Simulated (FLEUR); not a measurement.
Er under changes of volume

One of the cells (30.642 Å³/atom); the others are scaled copies at fixed shape and fractional positions:

```
Er
1.0
     3.55880    0.00000    0.00000
    -1.77940    3.08201    0.00000
     0.00000    0.00000    5.58740
Er
2
Direct
  0.66667 0.33333 0.75000
  0.33333 0.66667 0.25000
```

| Quantity | Value |
| --- | --- |
| Program | FLEUR MaX-R8.1 (later development tree) |
| Functional | Wu-Cohen GGA |
| Potentials or basis | all-electron |
| Basis | FLAPW |
| Kmax | 4.1 1/bohr |
| k mesh | 9 × 9 × 5 |
| Occupations | fermi-dirac, width 0.05 eV |
| Spin | collinear spin, ferromagnetic start |
| Starting moments | [3.0, 3.0] μB |

```csv
volume (Å³/atom),energy over the lowest point (meV/atom),moment (μB per cell)
28.804,2.02,4.56
29.416,0.00,4.54
30.642,1.89,4.50
31.868,10.37,4.46
32.481,?,?
```

Problem. What does the run at 32.481 Å³/atom give?

Solution. Energy over the lowest point 16.70 meV/atom; moment 4.44 μB per cell.

Worked out: A Birch-Murnaghan fit of order 2 (a polynomial in V^(-2/3)) to the other rows has its minimum at 29.71 Å³/atom with B0 = V·E''(V) = 24 GPa at fixed shape and positions, which overstates the stiffness. It gives 16.71 meV/atom at 32.481 Å³/atom, against the run's 16.70. A straight line through the other rows of the moment, of slope -0.0326 μB per Å³/atom, extrapolates to 4.44 μB, against the run's 4.44.

Energies are extrapolated to zero smearing.

Caveats: the magnetic or orbital state may not be the lowest.
